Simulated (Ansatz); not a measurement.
LaAlO3 (cubic perovskite)

```
LaAlO3
1.0
    3.77165     0.00000     0.00000
    0.00000     3.77165     0.00000
    0.00000     0.00000     3.77165
La Al O
1 1 3
Direct
  0.50000   0.50000   0.50000
  0.00000   0.00000   0.00000
  0.00000   0.50000   0.00000
  0.50000   0.00000   0.00000
  0.00000   0.00000   0.50000
```

The relaxed cell is deformed in two ways at once: its volume V is scaled, and at that volume it is stretched along z (the c axis of the conventional cell) so that c/a changes. Fractional atomic positions are held.

These are PBEsol (plane waves to 420 eV, PAW, scalar-relativistic; Ansatz, a program for electronic structure) values and carry that method's errors. k mesh 9×9×9 (Γ-centred), Fermi-Dirac smearing 0.05 eV. Stress and pressure are positive under compression. LaAlO3 is run without spin polarisation. LaAlO3 was relaxed with its symmetry unable to fall. This is a high-temperature form of LaAlO3. 

```
P (GPa)               V/V₀ = 0.920  V/V₀ = 0.947  V/V₀ = 0.973  V/V₀ = 1.000  V/V₀ = 1.027  V/V₀ = 1.053  V/V₀ = 1.080
--------------------  ------------  ------------  ------------  ------------  ------------  ------------  ------------
(c/a)/(c/a)₀ = 0.920             ?             ?           7.7           1.6          -3.7          -8.2         -12.2
(c/a)/(c/a)₀ = 0.947          21.5          13.6           6.7           0.7          -4.5          -9.0         -13.0
(c/a)/(c/a)₀ = 0.973          20.9          13.0           6.1           0.2          -5.0          -9.5         -13.4
(c/a)/(c/a)₀ = 1.000          20.7          12.8           5.9           0.0          -5.2          -9.7         -13.6
(c/a)/(c/a)₀ = 1.027          20.9          13.0           6.1           0.2          -5.0          -9.5         -13.4
(c/a)/(c/a)₀ = 1.053          21.5          13.5           6.6           0.6          -4.6          -9.1         -13.0
(c/a)/(c/a)₀ = 1.080          22.4             ?           7.5           1.4          -3.8          -8.4         -12.4
```

Some entries are withheld; supply them.


- (c/a)/(c/a)₀ = 0.920, V/V₀ = 0.920: 22.7
- (c/a)/(c/a)₀ = 0.920, V/V₀ = 0.947: 14.6
- (c/a)/(c/a)₀ = 1.080, V/V₀ = 0.947: 14.4

(A scan under strain: stresses follow from slopes of the energy per volume, elastic moduli from its curvatures.)
